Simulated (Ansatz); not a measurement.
**Li: the crystal squeezed far**

Aim: compress Li (omega type) step by step, far beyond the usual range, and follow pressure and electronic structure. Methods of the runs shown: PAW. Its runs: cell relaxed at zero pressure (PAW); volume scaled by 1 (PAW); shape and atoms relaxed at 0.85 of the volume (PAW); volume scaled by 0.85 (PAW); shape and atoms relaxed at 0.75 of the volume (PAW); volume scaled by 0.75 (PAW); shape and atoms relaxed at 0.45 of the volume (PAW); volume scaled by 0.45 (PAW); shape and atoms relaxed at 0.4 of the volume (PAW); volume scaled by 0.4 (PAW and PAW (source ansatz)).

Method: DFT PBE, with the methods named in each step, in Ansatz 0.2.0.

## (1) The system as given

Symmetry: P6/mmm, No. 191, hexagonal system. Conventional cell: a = 4.832 Å, b = 4.832 Å, c = 2.996 Å, α = 90.00°, β = 90.00°, γ = 120.00°. Li (site symmetry 6/mmm) has 14 Li at 3.00 to 3.17 Å as nearest neighbours. Li (site symmetry -6m2) has 11 Li at 2.79 to 3.17 Å as nearest neighbours.

As a file:

```
CELL_PARAMETERS angstrom
4.83191 0.00000 0.00000
-2.41596 4.18456 0.00000
0.00000 0.00000 2.99578
ATOMIC_POSITIONS crystal
Li 0.00000 0.00000 0.00000
Li 0.33333 0.66667 0.50000
Li 0.66667 0.33333 0.50000
```

Whether this phase is the stable one at these pressures isn't tested.

Atoms are numbered in the order of the input: Li1, Li2, Li3.

## (2) Cell relaxed at zero pressure, PAW

The input, input.yaml:

```yaml
crystal:
  lattice:
    - [4.8319109382, 0.0, 0.0]
    - [-2.4159554691, 4.1845576213, 0.0]
    - [0.0, 0.0, 2.9957847817]
  atoms:
    - { symbol: Li, position: [0.0, 0.0, 0.0] }
    - { symbol: Li, position: [0.3333333333, 0.6666666667, 0.5] }
    - { symbol: Li, position: [0.6666666667, 0.3333333333, 0.5] }
kpoints:
  mp_grid: { grid: [8, 8, 11] }
scf:
  occupations: { method: fermi_dirac, width: 0.08 }
hamiltonian:
  xc: pbe
  pseudopotentials: { kind: paw }
output:
  forces: true
  stress: true
relax:
  f_tol: 0.005
  max_steps: 40
  cell: {}
```

The run is started by

```
$ ansatz run input.yaml --threads 1 --pin off --max-ram 3072MiB --backend cpu --events-out ev --progress --plain --runs-dir out
```

Further steps of the session: Volume scaled by 1, PAW; Shape and atoms relaxed at 0.85 of the volume, PAW; Volume scaled by 0.85, PAW; Shape and atoms relaxed at 0.75 of the volume, PAW; Volume scaled by 0.75, PAW; Shape and atoms relaxed at 0.45 of the volume, PAW; Volume scaled by 0.45, PAW; Shape and atoms relaxed at 0.4 of the volume, PAW; Volume scaled by 0.4, PAW; Volume scaled by 0.4, PAW (source ansatz).

Before running it: what results should come out? Wanted: PAW pressure at 0.4 of the volume; fitted bulk modulus at zero pressure.

As calculated:

| quantity | value |
| --- | --- |
| PAW pressure at 0.4 of the volume | 57.6 GPa |
| fitted bulk modulus at zero pressure (PAW) | 12.5 GPa |
| its pressure derivative | 3.64 |

**Reading.** By PAW the pressure climbs to 58 GPa at 0.4 of the first volume. One third-order Birch-Murnaghan curve follows these points (B₀ = 12.5 GPa, B′ = 3.64, misfit at most 0.15 GPa). A fit over so wide a range leans to the high pressures, so B₀ can be off by several per cent. No all-electron run checks these rows here, and frozen cores can fail under such compression. The ions are at rest, and the electrons smeared by 0.08 eV.
